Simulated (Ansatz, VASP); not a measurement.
**Cs in VASP and in Ansatz**

```
Cs
1.0
     0.00000    4.03125    4.03125
     4.03125    0.00000    4.03125
     4.03125    4.03125    0.00000
Cs
1
Direct
  0.00000 0.00000 0.00000
```

Alike in both runs: functional RPBE; k mesh 7 × 7 × 7; occupations fermi-dirac, width 0.1 eV; no spin polarisation.

Ansatz relaxed the structure, and its values are those at the end. VASP's run is a single point on that final structure, the one shown.

```csv
,VASP,Ansatz
version,VASP 6.6.1,Ansatz 0.2.0
potentials or method,"VASP PAW PBE potentials, release 64 (Cs_sv)","plane waves (420 eV) with PAW, scalar-relativistic"
plane-wave cutoff (eV),520,420
valence electrons in the cell,9,9
```

|  | VASP | Ansatz | Ansatz less VASP |
| --- | --- | --- | --- |
| pressure (GPa) | 0.0 | 0.0 | 0.00 |

Caveats: the PAW data sets were made with another functional, which shifts forces and pressure a little (VASP). The runs have no spin-orbit coupling, so splittings on Cs are missing.
